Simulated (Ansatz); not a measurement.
Hf in Ansatz: convergence with smearing width

Input of the first run (smearing width 0.3 eV); the others differ in this setting and in those tied to it:

input.yaml

```yaml
crystal:
  lattice:
    - [3.1967, 0.0, 0.0]
    - [-1.59835, 2.7684234083, 0.0]
    - [0.0, 0.0, 5.0578]
  atoms:
    - { symbol: Hf, position: [0.650443, 0.299837, 0.744255] }
    - { symbol: Hf, position: [0.332166, 0.687743, 0.250802] }
kpoints:
  mp_grid: { grid: [6, 6, 3] }
scf:
  occupations: { method: fermi_dirac, width: 0.3 }
hamiltonian:
  xc: pbe
  pseudopotentials: { kind: all_electron, lapw: { basis_error: 0.001 } }
output:
  forces: true
  stress: true
  eigenvalues: true
```

Potentials or basis: all-electron LAPW, scalar-relativistic.

Command:

```sh
$ ansatz run input.yaml --threads 1 --pin off --max-ram 3072MiB --backend cpu --events-out ev --progress --plain --runs-dir out
```

The cell isn't the ideal one: atoms moved at random, drawn with an rms of 0.1 Å.

Hardware: 1 thread of Arm Neoverse V2 (shared host).

```
smearing width  energy less the tightest run, at zero smearing (meV/atom)  pressure (GPa)  largest force (eV/Å)  SCF cycles  CPU time (s)  peak memory (GiB)
        0.3 eV                                                      -5.11            2.13                 0.285          10            21               0.36
        0.2 eV                                                      -8.46            1.59                 0.305          10            21               0.36
       0.15 eV                                                      -8.13            1.46                 0.322          10            20               0.36
        0.1 eV                                                      -5.36            1.42                 0.341          10            20               0.36
       0.05 eV                                                      -1.40            1.39                 0.371          10            20               0.36
      0.025 eV                                                      -0.27            1.36                 0.392          10            19               0.36
       0.01 eV                                                       0.00            1.39                 0.409          10            20               0.36
```

Against the tightest run, the energy stays within 1 meV/atom from 0.025 eV on; the pressure stays within 0.1 GPa from 0.15 eV on. Not settled before the last step: the largest force (to 0.005 eV/Å). Narrower smearing needs a denser k mesh, so at a fixed mesh the narrowest width isn't the most accurate. The tightest run that finished is the yardstick and may itself not be fully converged.

Caveat, for the tightest run too: the k mesh is coarse (spacing up to 0.41 Å⁻¹), so the values aren't converged; the k mesh is thin for a metal, which can move the energy by tens of meV per atom. Spin-orbit coupling is left out, which matters for the levels of Hf.
